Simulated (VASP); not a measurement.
# GaAs (F-43m) in VASP: a series of runs, part 2 of 2

VASP 6.6.1.

## 3. Phonons, PBE

Contents of POSCAR:

```
GaAs
1.0
    0.0000000000      2.8268500000      2.8268500000
    2.8268500000      0.0000000000      2.8268500000
    2.8268500000      2.8268500000      0.0000000000
As Ga
1 1
Direct
    0.7500000000      0.7500000000      0.7500000000
    0.0000000000      0.0000000000      0.0000000000
```

Contents of INCAR.step1:

```
SYSTEM = GaAs
PREC     = Accurate       ! precision mode
ENCUT    = 600            ! plane-wave cutoff, eV
EDIFF    = 1E-8           ! SCF threshold, eV
ISMEAR   = -1             ! smearing method
SIGMA    = 0.05           ! smearing width, eV
LREAL    = .False.        ! projectors in reciprocal space
LASPH    = .True.         ! aspherical terms in the spheres
NELM     = 100            ! most SCF steps
ALGO     = Normal         ! electronic algorithm
ISIF     = 3              ! what is computed and relaxed
LWAVE    = .False.        ! write WAVECAR
LCHARG   = .False.        ! write CHGCAR
GGA      = PE             ! functional
IBRION   = 2              ! ionic algorithm
NSW      = 40             ! ionic steps
EDIFFG   = -0.002         ! ionic threshold
```

Contents of INCAR.step2:

```
SYSTEM = GaAs
PREC     = Accurate       ! precision mode
ENCUT    = 600            ! plane-wave cutoff, eV
EDIFF    = 1E-8           ! SCF threshold, eV
ISMEAR   = -1             ! smearing method
SIGMA    = 0.05           ! smearing width, eV
LREAL    = .False.        ! projectors in reciprocal space
LASPH    = .True.         ! aspherical terms in the spheres
NELM     = 100            ! most SCF steps
ALGO     = Normal         ! electronic algorithm
ISIF     = 2              ! what is computed and relaxed
LWAVE    = .False.        ! write WAVECAR
LCHARG   = .False.        ! write CHGCAR
GGA      = PE             ! functional
IBRION   = 8              ! ionic algorithm
NSW      = 1              ! ionic steps
```

Contents of KPOINTS:

```
Automatic mesh
0
Gamma
  6 6 6
  0 0 0
```

Potentials or basis: VASP PAW PBE potentials, release 64 (As, Ga_d).

On the command line:

```
$ cat potpaw_PBE.64/As/POTCAR potpaw_PBE.64/Ga_d/POTCAR > POTCAR
$ cp INCAR.step1 INCAR
$ mpirun -np 1 vasp_std > vasp.out
$ cp CONTCAR POSCAR
$ cp INCAR.step2 INCAR
$ mpirun -np 1 vasp_std > vasp.out
```

OUTCAR:

```text
SYSTEM = GaAs
   PREC = Accurate
   ENCUT = 600
   EDIFF = 1E-8
   ISMEAR = -1
   LREAL = .False.
   LASPH = .True.
   NELM = 100
   ISIF = 2
   GGA = PE
   IBRION = 8
   NSW = 1

 ion  position               nearest neighbor table
   1  0.750  0.750  0.750-   2 2.49   2 2.49   2 2.49   2 2.49
   2  0.000  0.000  0.000-   1 2.49   1 2.49   1 2.49   1 2.49

  LATTYP: Found a face centered cubic cell.
 ALAT       =     5.7508665279

  Lattice vectors:

 A1 = (   0.0000000000,   2.8754332640,   2.8754332640)
 A2 = (   2.8754332640,   0.0000000000,   2.8754332640)
 A3 = (   2.8754332640,   2.8754332640,   0.0000000000)

Analysis of symmetry for initial positions (statically):
=====================================================================
 Subroutine PRICEL returns:
 Original cell was already a primitive cell.

 Routine SETGRP: Setting up the symmetry group for a
 face centered cubic supercell.

 Subroutine GETGRP returns: Found 24 space group operations
 (whereof 24 operations were pure point group operations)
 out of a pool of 48 trial point group operations.

The static configuration has the point symmetry T_d .

Analysis of symmetry for dynamics (positions and initial velocities):
=====================================================================
 Subroutine PRICEL returns:
 Original cell was already a primitive cell.

 Routine SETGRP: Setting up the symmetry group for a
 face centered cubic supercell.

 Subroutine GETGRP returns: Found 24 space group operations
 (whereof 24 operations were pure point group operations)
[... 430 lines left out ...]
    total drift:                               -0.000002     -0.000002     -0.000002

  FREE ENERGIE OF THE ION-ELECTRON SYSTEM (eV)
  ---------------------------------------------------
  free  energy   TOTEN  =        -8.2511247284 eV

  energy  without entropy=       -8.2503411088  energy(sigma->0) =       -8.25073292

[... ionic steps 2 to 3 ...]

--------------------------------------- Ionic step        4  -------------------------------------------

------------------------ aborting loop because EDIFF is reached ----------------------------------------

[... ionic steps 5 to 6 ...]

--------------------------------------- Ionic step        7  -------------------------------------------

 Free energy of the ion-electron system (eV)
  ---------------------------------------------------
  ---------------------------------------------------
  free energy    TOTEN  =        -0.16330885 eV

  energy without entropy =       -0.16330885

------------------------ aborting loop because EDIFF is reached ----------------------------------------

 INTERNAL STRAIN TENSOR  FOR ION    2  DIRECTION 1   (eV/Angst):
 -----------------------------------------------------------------------------
     0.00621  0.00000  0.00000
     0.00000 -0.00213 -5.82155
     0.00000 -5.82155 -0.00213

 INTERNAL STRAIN TENSOR FOR ION    2 for displacements in x,y,z  (eV/Angst):
          X           Y           Z          XY          YZ          ZX
  --------------------------------------------------------------------------------
  x     0.00000     0.00000     0.00000     0.00000    -5.82155     0.00000
  y     0.00000     0.00000     0.00000     0.00000     0.00000    -5.82155
  z     0.00000     0.00000     0.00000    -5.82155     0.00000     0.00000

 SECOND DERIVATIVES (NOT SYMMETRIZED)
 ------------------------------------
               1X          1Y          1Z          2X          2Y          2Z
  1X    -8.168815    0.000000    0.000000    8.168815    0.000000    0.000000
  1Y     0.000000   -8.168815    0.000000    0.000000    8.168815    0.000000
  1Z     0.000000    0.000000   -8.168815    0.000000    0.000000    8.168815
  2X     8.138822    0.000000    0.000000   -8.138822    0.000000    0.000000
  2Y     0.000000    8.138822    0.000000    0.000000   -8.138822    0.000000
  2Z     0.000000    0.000000    8.138822    0.000000    0.000000   -8.138822

 Eigenvectors and eigenvalues of the dynamical matrix
 ----------------------------------------------------

   1 f  =    7.428072 THz    46.671950 2PiTHz  247.773796 cm-1    30.720022 meV
             X         Y         Z           dx          dy          dz
      4.313150  4.313150  4.313150    -0.694944    0.000000   -0.000000
      0.000000  0.000000  0.000000     0.719064   -0.000000   -0.000000
[... 21 lines left out ...]
   6 f/i=    0.006827 THz     0.042894 2PiTHz    0.227719 cm-1     0.028234 meV
             X         Y         Z           dx          dy          dz
      4.313150  4.313150  4.313150     0.557607   -0.416862   -0.179870
      0.000000  0.000000  0.000000     0.538903   -0.402879   -0.173837

--------------------------------------------------------------------------------------------------------

 ELASTIC MODULI CONTR FROM IONIC RELAXATION (kBar)
 Direction    XX          YY          ZZ          XY          YZ          ZX
 --------------------------------------------------------------------------------
 XX          -0.0000     -0.0000     -0.0000     -0.0000      0.0000     -0.0000
 YY          -0.0000     -0.0000     -0.0000     -0.0000     -0.0000      0.0000
 ZZ          -0.0000     -0.0000     -0.0000      0.0000     -0.0000     -0.0000
 XY          -0.0000     -0.0000      0.0000   -141.5614      0.0000      0.0000
 YZ           0.0000     -0.0000     -0.0000      0.0000   -141.5614      0.0000
 ZX          -0.0000      0.0000     -0.0000      0.0000      0.0000   -141.5614
 --------------------------------------------------------------------------------
```

OSZICAR.step1:

```text
N       E                     dE             d eps       ncg     rms          rms(c)
DAV:   1     0.876970653657E+02    0.87697E+02   -0.99443E+03   424   0.203E+03
DAV:   2    -0.760855222622E+00   -0.88458E+02   -0.85317E+02   459   0.364E+02
DAV:   3    -0.823305796253E+01   -0.74722E+01   -0.74269E+01   521   0.817E+01
[... 32 lines left out ...]
DAV:   5    -0.825083295529E+01    0.13115E-03   -0.92259E-05   500   0.148E-01    0.940E-03
DAV:   6    -0.825083216827E+01    0.78703E-06   -0.54245E-06   598   0.294E-02    0.541E-03
DAV:   7    -0.825083264672E+01   -0.47845E-06   -0.13607E-06   521   0.196E-02    0.138E-03
DAV:   8    -0.825083252528E+01    0.12144E-06   -0.28968E-07   542   0.717E-03    0.519E-04
DAV:   9    -0.825083252430E+01    0.97634E-09   -0.12769E-08   322   0.107E-03
   3 F= -.82508325E+01 E0= -.82504408E+01  d E =-.239656E-01
```

Wall time 1.8 min (1 thread of AMD EPYC 9R45 (Zen 5), shared host); peak memory 0.24 GiB.

What came out:

```
Relaxed volume                                          : 23.77 Å³/atom
Relaxed cell                                            : a = 4.066 Å, b = 4.066 Å, c = 4.066 Å, α = 60.00°, β = 60.00°, γ = 60.00°
Space group after relaxing (to 0.05 Å)                  : F-43m (No. 216)
Highest phonon frequency at Γ, LO-TO splitting left out : 248 cm⁻¹
```

Step by step:
| step | energy change (eV) | largest force (eV/Å) | pressure (GPa) | volume (Å³) |
| --- | --- | --- | --- | --- |
| 1 | 0.0000 | 0.0000 | 3.44 | 45.18 |
| 2 | -0.0212 | 0.0000 | -0.97 | 48.43 |
| 3 | -0.0240 | 0.0000 | 0.00 | 47.55 |

Final structure:
```
As Ga
1.0
     0.00000    2.87543    2.87543
     2.87543    0.00000    2.87543
     2.87543    2.87543    0.00000
As Ga
1 1
Cartesian
  4.3131 4.3131 4.3131
  0.0000 0.0000 0.0000
```

Phonon frequencies in cm⁻¹ (negative: imaginary):
```tsv
q point	frequencies
(0.000, 0.000, 0.000)	0 0 0 248 248 248
```

## 4. Elastic constants, PBE

POSCAR is that of step 3.

Contents of INCAR.step1:

```
ALGO = Normal ; EDIFF = 1E-8
EDIFFG = -0.002 ; ENCUT = 600
GGA = PE ; IBRION = 2
ISIF = 3 ; ISMEAR = -1
LASPH = True ; LCHARG = False
LREAL = False ; LWAVE = False
NELM = 60 ; NSW = 40
PREC = Accurate ; SIGMA = 0.05
```

Contents of INCAR.step2:

```
ALGO = Normal ; EDIFF = 1E-8
ENCUT = 600 ; GGA = PE
IBRION = 6 ; ISIF = 3
ISMEAR = -1 ; LASPH = True
LCHARG = False ; LREAL = False
LWAVE = False ; NELM = 60
NFREE = 2 ; NSW = 1
POTIM = 0.015 ; PREC = Accurate
SIGMA = 0.05
```

Contents of KPOINTS:

```
k-points
0
Gamma
  6 6 6
```

Potentials or basis: VASP PAW PBE potentials, release 64 (As, Ga_d).

On the command line:

```
$ cat potpaw_PBE.64/As/POTCAR potpaw_PBE.64/Ga_d/POTCAR > POTCAR
$ cp INCAR.step1 INCAR
$ mpirun -np 1 vasp_std > vasp.out
$ cp CONTCAR POSCAR
$ cp INCAR.step2 INCAR
$ mpirun -np 1 vasp_std > vasp.out
```

OUTCAR:

```text
EDIFF = 1E-8
   ENCUT = 600
   GGA = PE
   IBRION = 6
   ISIF = 3
   ISMEAR = -1
   LASPH = True
   LREAL = False
   NELM = 60
   NFREE = 2
   NSW = 1
   POTIM = 0.015
   PREC = Accurate

 ion  position               nearest neighbor table
   1  0.750  0.750  0.750-   2 2.49   2 2.49   2 2.49   2 2.49
   2  0.000  0.000  0.000-   1 2.49   1 2.49   1 2.49   1 2.49

  LATTYP: Found a face centered cubic cell.
 ALAT       =     5.7508665279

  Lattice vectors:

 A1 = (   0.0000000000,   2.8754332640,   2.8754332640)
 A2 = (   2.8754332640,   0.0000000000,   2.8754332640)
 A3 = (   2.8754332640,   2.8754332640,   0.0000000000)

Analysis of symmetry for initial positions (statically):
=====================================================================
 Subroutine PRICEL returns:
 Original cell was already a primitive cell.

 Routine SETGRP: Setting up the symmetry group for a
 face centered cubic supercell.

 Subroutine GETGRP returns: Found 24 space group operations
 (whereof 24 operations were pure point group operations)
 out of a pool of 48 trial point group operations.

The static configuration has the point symmetry T_d .

Analysis of symmetry for dynamics (positions and initial velocities):
[... 742 lines left out ...]
  -------------------------------------------------------------------------------------
  Total        0.0032538      0.0035357      0.0035357      0.0000000      0.0923218      0.0000000
  in kB        0.1096377      0.1191368      0.1191368      0.0000000      3.1108206      0.0000000
  external PRESSURE =       0.1159704 kB  Pullay stress =       0.0000000 kB
[... 17 lines left out ...]
  FREE ENERGIE OF THE ION-ELECTRON SYSTEM (eV)
  ---------------------------------------------------
  free  energy   TOTEN  =        -8.2502097200 eV

  energy  without entropy=       -8.2494282390  energy(sigma->0) =       -8.24981898

 INTERNAL STRAIN TENSORS FROM STRAINED CELLS
 ============================================

 INTERNAL STRAIN TENSOR FOR ION    1 for displacements in x,y,z  (eV/Angst):
          X           Y           Z          XY          YZ          ZX
  --------------------------------------------------------------------------------
  x     0.00000    -0.00000     0.00000     0.00000     6.14703     0.00000
  y     0.00000     0.00000    -0.00000     0.00000     0.00000     6.14719
  z    -0.00000    -0.00000     0.00000     6.14694     0.00000     0.00000

 INTERNAL STRAIN TENSORS FROM DISPLACED ATOMS
 ============================================

 INTERNAL STRAIN TENSOR FOR ION    1 for displacements in x,y,z  (eV/Angst):
          X           Y           Z          XY          YZ          ZX
  --------------------------------------------------------------------------------
  x     0.00000     0.00000     0.00000     0.00000     6.14721     0.00000
  y     0.00000     0.00000     0.00000     0.00000     0.00000     6.14721
  z     0.00000     0.00000     0.00000     6.14721     0.00000     0.00000

 INTERNAL STRAIN TENSOR FOR ION    2 for displacements in x,y,z  (eV/Angst):
          X           Y           Z          XY          YZ          ZX
  --------------------------------------------------------------------------------
  x    -0.00000     0.00000     0.00000     0.00000    -6.14708     0.00000
  y     0.00000    -0.00000     0.00000     0.00000     0.00000    -6.14708
  z     0.00000     0.00000    -0.00000    -6.14708     0.00000     0.00000

 Eigenvectors and eigenvalues of the dynamical matrix
 ----------------------------------------------------

   1 f  =    7.436669 THz    46.725972 2PiTHz  248.060591 cm-1    30.755580 meV
             X         Y         Z           dx          dy          dz
      4.313150  4.313150  4.313150    -0.263905   -0.642607   -0.000000
      0.000000  0.000000  0.000000     0.273260    0.665387   -0.000000
[... 21 lines left out ...]
   6 f/i=    0.004174 THz     0.026223 2PiTHz    0.139213 cm-1     0.017260 meV
             X         Y         Z           dx          dy          dz
      4.313150  4.313150  4.313150    -0.621073   -0.362749   -0.009641
      0.000000  0.000000  0.000000    -0.599810   -0.350330   -0.009311

--------------------------------------------------------------------------------------------------------

 ELASTIC MODULI CONTR FROM IONIC RELAXATION (kBar)
 Direction    XX          YY          ZZ          XY          YZ          ZX
 --------------------------------------------------------------------------------
 XX          -0.0000      0.0000      0.0000      0.0000     -0.0000      0.0000
 YY           0.0000     -0.0000      0.0000      0.0000      0.0000     -0.0000
 ZZ           0.0000      0.0000     -0.0000     -0.0000      0.0000      0.0000
 XY           0.0000      0.0000     -0.0000   -155.7982      0.0000      0.0000
 YZ          -0.0000      0.0000      0.0000      0.0000   -155.7982      0.0000
 ZX           0.0000     -0.0000      0.0000      0.0000      0.0000   -155.7982
 --------------------------------------------------------------------------------

 TOTAL ELASTIC MODULI (kBar)
 Direction    XX          YY          ZZ          XY          YZ          ZX
 --------------------------------------------------------------------------------
 XX         946.6390    380.8412    380.8412      0.0000      0.0000     -0.0000
 YY         380.8412    946.6390    380.8412      0.0000      0.0000     -0.0000
 ZZ         380.8412    380.8412    946.6390     -0.0000     -0.0000     -0.0000
 XY           0.0000      0.0000     -0.0000    484.1072      0.0000      0.0000
 YZ           0.0000      0.0000     -0.0000      0.0000    484.1072      0.0000
 ZX          -0.0000     -0.0000     -0.0000      0.0000      0.0000    484.1072
 --------------------------------------------------------------------------------
```

Wall time 4.5 min (1 thread of AMD EPYC 9R45 (Zen 5), shared host); peak memory 0.22 GiB.

Results:

| Property | Result |
| --- | --- |
| Relaxed volume | 23.77 Å³/atom |
| Relaxed cell | a = 4.066 Å, b = 4.066 Å, c = 4.066 Å, α = 60.00°, β = 60.00°, γ = 60.00° |
| Space group after relaxing (to 0.05 Å) | F-43m (No. 216) |
| Elastic constants C11, C12, C44 | 95, 38, 48 GPa |
| Voigt bulk modulus | 57 GPa |
| Highest phonon frequency at Γ, LO-TO splitting left out | 248 cm⁻¹ |

Step by step:
| step | energy change (eV) | largest force (eV/Å) | pressure (GPa) | volume (Å³) |
| --- | --- | --- | --- | --- |
| 1 | 0.0000 | 0.0000 | 3.44 | 45.18 |
| 2 | -0.0212 | 0.0000 | -0.97 | 48.43 |
| 3 | -0.0240 | 0.0000 | 0.00 | 47.55 |

Final structure:
```cif
data_structure
_symmetry_space_group_name_H-M 'P 1'
_symmetry_Int_Tables_number 1
_cell_length_a 4.0665
_cell_length_b 4.0665
_cell_length_c 4.0665
_cell_angle_alpha 60.000
_cell_angle_beta 60.000
_cell_angle_gamma 60.000
_cell_volume 47.55
loop_
_atom_site_label
_atom_site_type_symbol
_atom_site_fract_x
_atom_site_fract_y
_atom_site_fract_z
_atom_site_occupancy
As1 As 0.75000 0.75000 0.75000 1
Ga1 Ga 0.00000 0.00000 0.00000 1
```

Phonon frequencies in cm⁻¹ (negative: imaginary):
```
              q point        frequencies
(0.000, 0.000, 0.000)  0 0 0 248 248 248
```

Elastic tensor in Voigt notation (GPa, in the Cartesian axes of the cell as first typed):
```
95 38 38  0  0  0
38 95 38  0  0  0
38 38 95  0  0  0
 0  0  0 48  0  0
 0  0  0  0 48  0
 0  0  0  0  0 48
```

Clamped-ion elastic tensor (GPa):
```
95 38 38  0  0  0
38 95 38  0  0  0
38 38 95  0  0  0
 0  0  0 64  0  0
 0  0  0  0 64  0
 0  0  0  0  0 64
```

## 5. How close it comes

Step 2. Against the measured gap of GaAs, 1.412 eV (direct; 300 K; “Evidence of valence band perturbations in GaAsN/GaAs(001): A combined variable-angle spectroscopic ellipsometry and modulated photoreflectance investigation”, 2008, arxiv:0805.2212), the calculated 0.33 eV is off by -1.08 eV. So large a miss can be the level of theory's own, or it may mean another phase, state or a wrong row. 3 values of this kind are on record (1.412 to 1.51 eV); this one was drawn at random among those near their median, those with a stated uncertainty first. Spin-orbit coupling on As, Ga is left out. The value is that of LDA, without temperature or zero-point motion. Semilocal functionals fall short of measured gaps as a rule. Against the measured high-frequency dielectric constant of GaAs, 10.89 (300 K; a printed reference work, textbook), the calculated 66.07 is off by +506.7 %. So large a miss can be the level of theory's own, or it may mean another phase, state or a wrong row.
